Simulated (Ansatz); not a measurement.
**Si3N4 (P6_3/m): the host for defect calculations**

Before any defect goes in: Si3N4 (P6_3/m) at rest, and how it screens a charge.

Method: plane-wave PAW DFT, PBEsol; relaxation of the host's cell and atoms; PAW set soft_1, in the first sound run; inputs show where later runs differ, in Ansatz 0.2.0.

Most raw output is cut from this account.

**1. The structure**

Symmetry: P6_3/m, No. 176, hexagonal system. The conventional cell has a = 7.605 Å, b = 7.605 Å, c = 2.905 Å, α = 90.00°, β = 90.00°, γ = 120.00°. Si has 4 N at 1.73 to 1.74 Å nearest. Nearest to N lie 3 Si at 1.73 Å. N has 3 Si at 1.73 to 1.74 Å nearest. Farther neighbours and most contacts between anions are not listed.

As a file:

```xyz
14
Lattice="7.6045 0.0000 0.0000 -3.8023 6.5857 0.0000 0.0000 0.0000 2.9052" Properties=species:S:1:pos:R:3 pbc="T T T"
Si   -1.3794    5.4329    2.1789
Si    2.2099    1.5218    0.7263
Si    4.0154    3.9110    0.7263
Si   -0.2131    2.6747    2.1789
Si    1.5924    5.0639    2.1789
Si    5.1817    1.1528    0.7263
N     0.0000    4.3905    2.1789
N     3.8023    2.1952    0.7263
N     4.8233    4.4115    2.1789
N    -1.4088    6.3828    0.7263
N     2.4298    4.6144    0.7263
N     1.3725    1.9714    2.1789
N    -1.0210    2.1743    0.7263
N     5.2111    0.2029    2.1789
```

**2. Host cell relaxation**

Lattice and positions are set free, within the symmetry that the program keeps.

Contents of cell/input.yaml:

```yaml
crystal:
  lattice:
    - [7.6045444, 0.0, 0.0]
    - [-3.8022722, 6.5857287, 0.0]
    - [0.0, 0.0, 2.9051991]
  atoms:
    - { symbol: Si, position: [0.23108243, 0.82494615, 0.75] }
    - { symbol: Si, position: [0.40613628, 0.23108243, 0.25] }
    - { symbol: Si, position: [0.82494615, 0.59386372, 0.25] }
    - { symbol: Si, position: [0.17505385, 0.40613628, 0.75] }
    - { symbol: Si, position: [0.59386372, 0.76891757, 0.75] }
    - { symbol: Si, position: [0.76891757, 0.17505385, 0.25] }
    - { symbol: "N", position: [0.33333333, 0.66666667, 0.75] }
    - { symbol: "N", position: [0.66666667, 0.33333333, 0.25] }
    - { symbol: "N", position: [0.96919449, 0.6698534, 0.75] }
    - { symbol: "N", position: [0.29934109, 0.96919449, 0.25] }
    - { symbol: "N", position: [0.6698534, 0.70065891, 0.25] }
    - { symbol: "N", position: [0.3301466, 0.29934109, 0.75] }
    - { symbol: "N", position: [0.03080551, 0.3301466, 0.25] }
    - { symbol: "N", position: [0.70065891, 0.03080551, 0.75] }
basis:
  ecutwfc: 420
  xc_grid: 2
hamiltonian:
  xc: pbesol
  pseudopotentials: { kind: paw, azcp: { folder: soft_1 }, xc_functional: pbe }
kpoints:
  mp_grid: { grid: [4, 4, 10] }
scf:
  occupations: { method: fixed }
  max_iter: 100
relax:
  f_tol: 0.005
  max_steps: 60
  cell: {}
output:
  forces: true
  stress: true
checkpoint:
  write: "../cell.run"
  compress: false
  write_wavefunctions: false
  write_every: 100000
```

On the command line:

```
ansatz run input.yaml --threads 32 --pin off --max-ram 84787MiB --backend cpu --events-out ev --progress --plain --runs-dir out
```

Wall time 4.3 s (32 threads of Arm Neoverse V2, shared host); peak memory 0.6 GiB; 57 s of CPU time.

Step by step:

```csv
step,energy less that of the first step (eV),largest force component (eV/Å),pressure (GPa),volume (Å³)
1,0.0000,0.0515,1.94,145.50
2,-0.0051,0.0393,0.98,146.00
3,-0.0065,0.0127,-0.01,146.52
4,-0.0065,0.0060,-0.01,146.51
5,-0.0066,0.0025,0.00,146.51
6*,-0.0084,0.0025,0.02,146.51
```

Relaxation steps marked * repeat the geometry before them on a plane-wave basis chosen anew for their cell, so energy and pressure can jump there.

The run keeps the 12 symmetry operations that it works with, so distortions that break them were not tested.

```csv
"conventional cell, symmetrised",before,after,change
a (Å),7.605,7.624,+0.3 %
b (Å),7.605,7.624,+0.3 %
c (Å),2.905,2.910,+0.2 %
volume (Å³/atom),10.39,10.47,+0.7 %
```

The relaxed structure:

```xyz
14
Lattice="7.6245 0.0000 0.0000 -3.8122 6.6030 0.0000 0.0000 0.0000 2.9103" Properties=species:S:1:pos:R:3 pbc="T T T"
Si   -1.3768    5.4545    2.1827
Si    2.2124    1.5349    0.7276
Si    4.0353    3.9196    0.7276
Si   -0.2231    2.6834    2.1827
Si    1.5999    5.0681    2.1827
Si    5.1891    1.1485    0.7276
N     0.0000    4.4020    2.1827
N     3.8123    2.2010    0.7276
N     4.8445    4.4239    2.1827
N    -1.4090    6.4074    0.7276
N     2.4412    4.6195    0.7276
N     1.3710    1.9835    2.1827
N    -1.0322    2.1790    0.7276
N     5.2212    0.1956    2.1827
```

Numbers from this step:

| Quantity | Value |
| --- | --- |
| pressure | 0.02014 GPa |

The relaxation ends with a largest force component of 0.0025 eV/Å and a pressure of 0.02 GPa.

**3. Dielectric tensors of the host**

The response to a uniform electric field gives the electronic dielectric tensor.

This step: plane-wave PAW DFPT, PBEsol; dielectric tensors, Born charges and zone-centre modes of the host; PAW set soft_1 (Ansatz 0.2.0).

Contents of eps/input.yaml:

```yaml
crystal:
  lattice:
    - [7.6244572493, 0.0, 0.0]
    - [-3.8122286246, 6.6029736679, 0.0]
    - [0.0, 0.0, 2.9102557787]
  atoms:
    - { symbol: Si, position: [0.2324454812, 0.8260559097, 0.75] }
    - { symbol: Si, position: [0.4063895715, 0.2324454812, 0.25] }
    - { symbol: Si, position: [0.8260559097, 0.5936104285, 0.25] }
    - { symbol: Si, position: [0.1739440903, 0.4063895715, 0.75] }
    - { symbol: Si, position: [0.5936104285, 0.7675545188, 0.75] }
    - { symbol: Si, position: [0.7675545188, 0.1739440903, 0.25] }
    - { symbol: "N", position: [0.3333333333, 0.6666666667, 0.75] }
    - { symbol: "N", position: [0.6666666667, 0.3333333333, 0.25] }
    - { symbol: "N", position: [0.970384115, 0.6699911714, 0.75] }
    - { symbol: "N", position: [0.3003929436, 0.970384115, 0.25] }
    - { symbol: "N", position: [0.6699911714, 0.6996070564, 0.25] }
    - { symbol: "N", position: [0.3300088286, 0.3003929436, 0.75] }
    - { symbol: "N", position: [0.029615885, 0.3300088286, 0.25] }
    - { symbol: "N", position: [0.6996070564, 0.029615885, 0.75] }
basis:
  ecutwfc: 420
hamiltonian:
  xc: pbesol
  pseudopotentials: { kind: paw, azcp: { folder: soft_1 }, xc_functional: pbe }
kpoints:
  mp_grid: { grid: [4, 4, 8] }
scf:
  occupations: { method: fixed }
  max_iter: 100
phonons:
  method: dfpt
  dielectric: true
  rigid_motions: translations
```

It took 44 s on 32 threads; peak memory 2.3 GiB.

Electronic dielectric tensor:

```
4.29 0.00 0.00
0.00 4.29 0.00
0.00 0.00 4.37
```

Static dielectric tensor:

```
8.29 0.00 0.00
0.00 8.29 0.00
0.00 0.00 8.24
```

The principal values of the electronic dielectric tensor are 4.29, 4.29 and 4.37. The principal values of the static dielectric tensor are 8.24, 8.29 and 8.29.

**4. Defect free supercell relaxed in its symmetry**

This cell, the one that will hold the defects, is built from the relaxed host. Its coarser k-points can move the atoms a little, so it is relaxed from the symmetric sites, as the reference for the test of stability.

This step: plane-wave PAW DFT, PBEsol; relaxation of the defect-free supercell in its symmetry; PAW set soft_1 (Ansatz 0.2.0).

System of this step: Si3N4 (P6_3/m). The cell holds 126 atoms: 54 Si and 72 N. Its edges and angles: a = 13.206 Å, b = 13.206 Å, c = 8.731 Å, α = 90.0°, β = 90.0°, γ = 120.0°.

Contents of pristine.symmetric/input.yaml:

```yaml
crystal:
  lattice:
    - [11.4366858739, 6.6029736679, 0.0]
    - [-11.4366858739, 6.6029736679, 0.0]
    - [0.0, 0.0, 8.7307673361]
  atoms:
    - { symbol: Si, position: [0.0195004636, 0.8065554461, 0.25] }
    - { symbol: Si, position: [0.352833797, 0.4732221127, 0.25] }
    - { symbol: Si, position: [0.6861671303, 0.1398887794, 0.25] }
    - { symbol: Si, position: [0.2129450176, 0.0195004636, 0.0833333333] }
    - { symbol: Si, position: [0.5462783509, 0.6861671303, 0.0833333333] }
    - { symbol: Si, position: [0.8796116842, 0.352833797, 0.0833333333] }
    - { symbol: Si, position: [0.1398887794, 0.4537216491, 0.0833333333] }
    - { symbol: Si, position: [0.4732221127, 0.1203883158, 0.0833333333] }
    - { symbol: Si, position: [0.8065554461, 0.7870549824, 0.0833333333] }
    - { symbol: Si, position: [0.1934445539, 0.2129450176, 0.25] }
    - { symbol: Si, position: [0.5267778873, 0.8796116842, 0.25] }
    - { symbol: Si, position: [0.8601112206, 0.5462783509, 0.25] }
    - { symbol: Si, position: [0.1203883158, 0.647166203, 0.25] }
    - { symbol: Si, position: [0.4537216491, 0.3138328697, 0.25] }
    - { symbol: Si, position: [0.7870549824, 0.9804995364, 0.25] }
    - { symbol: Si, position: [0.3138328697, 0.8601112206, 0.0833333333] }
    - { symbol: Si, position: [0.647166203, 0.5267778873, 0.0833333333] }
    - { symbol: Si, position: [0.9804995364, 0.1934445539, 0.0833333333] }
    - { symbol: "N", position: [0.0, 0.6666666667, 0.25] }
    - { symbol: "N", position: [0.3333333333, 0.3333333334, 0.25] }
    - { symbol: "N", position: [0.6666666667, 0.0, 0.25] }
    - { symbol: "N", position: [0.0, 0.3333333333, 0.0833333333] }
    - { symbol: "N", position: [0.3333333333, 0.0, 0.0833333333] }
    - { symbol: "N", position: [0.6666666667, 0.6666666666, 0.0833333333] }
    - { symbol: "N", position: [0.2134584288, 0.4565327426, 0.25] }
    - { symbol: "N", position: [0.5467917622, 0.1231994092, 0.25] }
    - { symbol: "N", position: [0.8801250955, 0.7898660759, 0.25] }
    - { symbol: "N", position: [0.0902590195, 0.8801250955, 0.0833333333] }
    - { symbol: "N", position: [0.4235923528, 0.5467917622, 0.0833333333] }
    - { symbol: "N", position: [0.7569256862, 0.2134584288, 0.0833333333] }
    - { symbol: "N", position: [0.1231994092, 0.5764076472, 0.0833333333] }
    - { symbol: "N", position: [0.4565327426, 0.2430743138, 0.0833333333] }
    - { symbol: "N", position: [0.7898660759, 0.9097409805, 0.0833333333] }
    - { symbol: "N", position: [0.2101339241, 0.0902590195, 0.25] }
    - { symbol: "N", position: [0.5434672574, 0.7569256862, 0.25] }
    - { symbol: "N", position: [0.8768005908, 0.4235923528, 0.25] }
    - { symbol: "N", position: [0.1198749045, 0.2101339241, 0.0833333333] }
    - { symbol: "N", position: [0.4532082378, 0.8768005908, 0.0833333333] }
    - { symbol: "N", position: [0.7865415712, 0.5434672574, 0.0833333333] }
    - { symbol: "N", position: [0.2430743138, 0.7865415712, 0.25] }
    - { symbol: "N", position: [0.5764076472, 0.4532082378, 0.25] }
    - { symbol: "N", position: [0.9097409805, 0.1198749045, 0.25] }
    - { symbol: Si, position: [0.0195004636, 0.8065554461, 0.5833333333] }
    - { symbol: Si, position: [0.352833797, 0.4732221127, 0.5833333333] }
    - { symbol: Si, position: [0.6861671303, 0.1398887794, 0.5833333333] }
    - { symbol: Si, position: [0.2129450176, 0.0195004636, 0.4166666667] }
    - { symbol: Si, position: [0.5462783509, 0.6861671303, 0.4166666667] }
    - { symbol: Si, position: [0.8796116842, 0.352833797, 0.4166666667] }
    - { symbol: Si, position: [0.1398887794, 0.4537216491, 0.4166666667] }
    - { symbol: Si, position: [0.4732221127, 0.1203883158, 0.4166666667] }
    - { symbol: Si, position: [0.8065554461, 0.7870549824, 0.4166666667] }
    - { symbol: Si, position: [0.1934445539, 0.2129450176, 0.5833333333] }
    - { symbol: Si, position: [0.5267778873, 0.8796116842, 0.5833333333] }
    - { symbol: Si, position: [0.8601112206, 0.5462783509, 0.5833333333] }
    - { symbol: Si, position: [0.1203883158, 0.647166203, 0.5833333333] }
    - { symbol: Si, position: [0.4537216491, 0.3138328697, 0.5833333333] }
    - { symbol: Si, position: [0.7870549824, 0.9804995364, 0.5833333333] }
    - { symbol: Si, position: [0.3138328697, 0.8601112206, 0.4166666667] }
    - { symbol: Si, position: [0.647166203, 0.5267778873, 0.4166666667] }
    - { symbol: Si, position: [0.9804995364, 0.1934445539, 0.4166666667] }
    - { symbol: "N", position: [0.0, 0.6666666667, 0.5833333333] }
    - { symbol: "N", position: [0.3333333333, 0.3333333334, 0.5833333333] }
    - { symbol: "N", position: [0.6666666667, 0.0, 0.5833333333] }
    - { symbol: "N", position: [0.0, 0.3333333333, 0.4166666667] }
    - { symbol: "N", position: [0.3333333333, 0.0, 0.4166666667] }
    - { symbol: "N", position: [0.6666666667, 0.6666666666, 0.4166666667] }
    - { symbol: "N", position: [0.2134584288, 0.4565327426, 0.5833333333] }
    - { symbol: "N", position: [0.5467917622, 0.1231994092, 0.5833333333] }
    - { symbol: "N", position: [0.8801250955, 0.7898660759, 0.5833333333] }
    - { symbol: "N", position: [0.0902590195, 0.8801250955, 0.4166666667] }
    - { symbol: "N", position: [0.4235923528, 0.5467917622, 0.4166666667] }
    - { symbol: "N", position: [0.7569256862, 0.2134584288, 0.4166666667] }
    - { symbol: "N", position: [0.1231994092, 0.5764076472, 0.4166666667] }
    - { symbol: "N", position: [0.4565327426, 0.2430743138, 0.4166666667] }
    - { symbol: "N", position: [0.7898660759, 0.9097409805, 0.4166666667] }
    - { symbol: "N", position: [0.2101339241, 0.0902590195, 0.5833333333] }
    - { symbol: "N", position: [0.5434672574, 0.7569256862, 0.5833333333] }
    - { symbol: "N", position: [0.8768005908, 0.4235923528, 0.5833333333] }
    - { symbol: "N", position: [0.1198749045, 0.2101339241, 0.4166666667] }
    - { symbol: "N", position: [0.4532082378, 0.8768005908, 0.4166666667] }
    - { symbol: "N", position: [0.7865415712, 0.5434672574, 0.4166666667] }
    - { symbol: "N", position: [0.2430743138, 0.7865415712, 0.5833333333] }
    - { symbol: "N", position: [0.5764076472, 0.4532082378, 0.5833333333] }
    - { symbol: "N", position: [0.9097409805, 0.1198749045, 0.5833333333] }
    - { symbol: Si, position: [0.0195004636, 0.8065554461, 0.9166666667] }
    - { symbol: Si, position: [0.352833797, 0.4732221127, 0.9166666667] }
    - { symbol: Si, position: [0.6861671303, 0.1398887794, 0.9166666667] }
    - { symbol: Si, position: [0.2129450176, 0.0195004636, 0.75] }
    - { symbol: Si, position: [0.5462783509, 0.6861671303, 0.75] }
    - { symbol: Si, position: [0.8796116842, 0.352833797, 0.75] }
    - { symbol: Si, position: [0.1398887794, 0.4537216491, 0.75] }
    - { symbol: Si, position: [0.4732221127, 0.1203883158, 0.75] }
    - { symbol: Si, position: [0.8065554461, 0.7870549824, 0.75] }
    - { symbol: Si, position: [0.1934445539, 0.2129450176, 0.9166666667] }
    - { symbol: Si, position: [0.5267778873, 0.8796116842, 0.9166666667] }
    - { symbol: Si, position: [0.8601112206, 0.5462783509, 0.9166666667] }
    - { symbol: Si, position: [0.1203883158, 0.647166203, 0.9166666667] }
    - { symbol: Si, position: [0.4537216491, 0.3138328697, 0.9166666667] }
    - { symbol: Si, position: [0.7870549824, 0.9804995364, 0.9166666667] }
    - { symbol: Si, position: [0.3138328697, 0.8601112206, 0.75] }
    - { symbol: Si, position: [0.647166203, 0.5267778873, 0.75] }
    - { symbol: Si, position: [0.9804995364, 0.1934445539, 0.75] }
    - { symbol: "N", position: [0.0, 0.6666666667, 0.9166666667] }
    - { symbol: "N", position: [0.3333333333, 0.3333333334, 0.9166666667] }
    - { symbol: "N", position: [0.6666666667, 0.0, 0.9166666667] }
    - { symbol: "N", position: [0.0, 0.3333333333, 0.75] }
    - { symbol: "N", position: [0.3333333333, 0.0, 0.75] }
    - { symbol: "N", position: [0.6666666667, 0.6666666666, 0.75] }
    - { symbol: "N", position: [0.2134584288, 0.4565327426, 0.9166666667] }
    - { symbol: "N", position: [0.5467917622, 0.1231994092, 0.9166666667] }
    - { symbol: "N", position: [0.8801250955, 0.7898660759, 0.9166666667] }
    - { symbol: "N", position: [0.0902590195, 0.8801250955, 0.75] }
    - { symbol: "N", position: [0.4235923528, 0.5467917622, 0.75] }
    - { symbol: "N", position: [0.7569256862, 0.2134584288, 0.75] }
    - { symbol: "N", position: [0.1231994092, 0.5764076472, 0.75] }
    - { symbol: "N", position: [0.4565327426, 0.2430743138, 0.75] }
    - { symbol: "N", position: [0.7898660759, 0.9097409805, 0.75] }
    - { symbol: "N", position: [0.2101339241, 0.0902590195, 0.9166666667] }
    - { symbol: "N", position: [0.5434672574, 0.7569256862, 0.9166666667] }
    - { symbol: "N", position: [0.8768005908, 0.4235923528, 0.9166666667] }
    - { symbol: "N", position: [0.1198749045, 0.2101339241, 0.75] }
    - { symbol: "N", position: [0.4532082378, 0.8768005908, 0.75] }
    - { symbol: "N", position: [0.7865415712, 0.5434672574, 0.75] }
    - { symbol: "N", position: [0.2430743138, 0.7865415712, 0.9166666667] }
    - { symbol: "N", position: [0.5764076472, 0.4532082378, 0.9166666667] }
    - { symbol: "N", position: [0.9097409805, 0.1198749045, 0.9166666667] }
basis:
  ecutwfc: 420
  xc_grid: 2
hamiltonian:
  xc: pbesol
  pseudopotentials: { kind: paw, azcp: { folder: soft_1 }, xc_functional: pbe }
kpoints:
  mp_grid: { grid: [1, 1, 1] }
scf:
  occupations: { method: fermi_dirac, width: 0.01 }
  max_iter: 100
  lower_state_search: "off"
output:
  forces: true
relax:
  f_tol: 0.015
  max_steps: 60
  escape_saddle: false
checkpoint:
  write: "../pristine.symmetric.run"
  compress: false
  write_wavefunctions: false
  write_every: 100000
```

On the command line:

```
ansatz run input.yaml --threads 32 --pin off --max-ram 84787MiB --backend cuda --events-out ev --progress --plain --runs-dir out --max-vram 78GiB
```

Wall time 2.7 s (1 × NVIDIA GB200 with 32 threads); peak memory 1.1 GiB.

Step by step:

```csv
step,energy less that of the first step (eV),largest force component (eV/Å)
1,0.0000,0.0797
2,-0.0062,0.0463
3,-0.0085,0.0062
```

Forces are held to the 108 operations that the run works with; a distortion that breaks them can't arise in this run.

**5. Defect free supercell relaxed from displaced atoms**

This step: plane-wave PAW DFT, PBEsol; relaxation of the defect-free supercell from random displacements, a test of the host's stability; PAW set soft_1 (Ansatz 0.2.0).

pristine.rattled/input.yaml, as its differences from pristine.symmetric/input.yaml of step 4:

```diff
@@ -148,6 +148,6 @@
   f_tol: 0.015
-  max_steps: 60
-  escape_saddle: false
+  max_steps: 120
+  random_displacement: { amplitude: 0.06, seed: 1342 }
 checkpoint:
-  write: "../pristine.symmetric.run"
+  write: "../pristine.rattled.run"
   compress: false
```

Elapsed: 3.7 s, on 1 × NVIDIA GB200 with 32 threads; peak memory 1.1 GiB.

Step by step:

```csv
step,energy less that of the first step (eV),largest force component (eV/Å)
1,0.0000,3.9314
2,-5.0857,2.4230
3,-8.1524,0.0563
4,-8.1524,0.0563
5,-8.1555,0.0023
```

The relaxation ends 65 meV an atom lower than the displaced start, with a largest force component of 0.0023 eV/Å.

**6. Host on a dense mesh**

This step: plane-wave PAW DFT, PBEsol; single point of the defect-free host, a test of the k-point sampling; PAW set soft_1 (Ansatz 0.2.0).

System of this step: Si3N4 (P6_3/m). Symmetry: P6_3/m, No. 176, hexagonal system. The conventional cell has a = 7.624 Å, b = 7.624 Å, c = 2.910 Å, α = 90.00°, β = 90.00°, γ = 120.00°. Nearest to Si lie 4 N at 1.73 to 1.74 Å. Nearest to N lie 3 Si at 1.73 Å. N has 3 Si at 1.74 Å nearest. Farther neighbours and most contacts between anions are not listed.

dense/input.yaml, as its differences from eps/input.yaml of step 3:

```diff
@@ -22,2 +22,3 @@
   ecutwfc: 420
+  xc_grid: 2
 hamiltonian:
@@ -26,9 +27,11 @@
 kpoints:
-  mp_grid: { grid: [4, 4, 8] }
+  mp_grid: { grid: [4, 4, 9] }
 scf:
-  occupations: { method: fixed }
+  occupations: { method: fermi_dirac, width: 0.01 }
   max_iter: 100
-phonons:
-  method: dfpt
-  dielectric: true
-  rigid_motions: translations
+  lower_state_search: "off"
+checkpoint:
+  write: "../dense.run"
+  compress: false
+  write_wavefunctions: false
+  write_every: 100000
```

On the command line:

```
ansatz run input.yaml --threads 32 --pin off --max-ram 84787MiB --backend cpu --events-out ev --progress --plain --runs-dir out
```

The job ended after 0.62 s (32 threads; peak memory 0.35 GiB; 10 s of CPU time).

**7. Defect free supercell at the zone centre**

The supercell is run at the zone centre, to see how far that sampling misses the dense mesh.

System of this step: Si3N4 (P6_3/m). The cell holds 126 atoms: 54 Si and 72 N. Cell: a = 13.206 Å, b = 13.206 Å, c = 8.731 Å, α = 90.0°, β = 90.0°, γ = 120.0°.

pristine.sampling_gamma/input.yaml, as its differences from pristine.rattled/input.yaml of step 5:

```diff
@@ -144,10 +144,4 @@
   lower_state_search: "off"
-output:
-  forces: true
-relax:
-  f_tol: 0.015
-  max_steps: 120
-  random_displacement: { amplitude: 0.06, seed: 1342 }
 checkpoint:
-  write: "../pristine.rattled.run"
+  write: "../pristine.sampling_gamma.run"
   compress: false
```

On the command line:

```
ansatz run input.yaml --threads 32 --pin off --max-ram 84787MiB --backend cuda --events-out ev --progress --plain --runs-dir out --max-vram 78GiB
```

Wall time 1.3 s (1 × NVIDIA GB200 with 32 threads); peak memory 0.98 GiB.

[end of part 1 of 2]

[Logs are printed without paths, hosts, clocks, repeated set-up lines and the standing remarks that a program may print on its own settings, such as how far it seeks lower states.]

[Hosts, paths, dates, database ids (printed as entryN), source tags and the programs' standing remarks are cut or masked in the printed files.]

[Runs of the host that timed out are not shown.]

[For some hosts the program warned that the k-mesh of the response run may be too coarse for force constants and the static dielectric constant; such warnings are not always shown.]
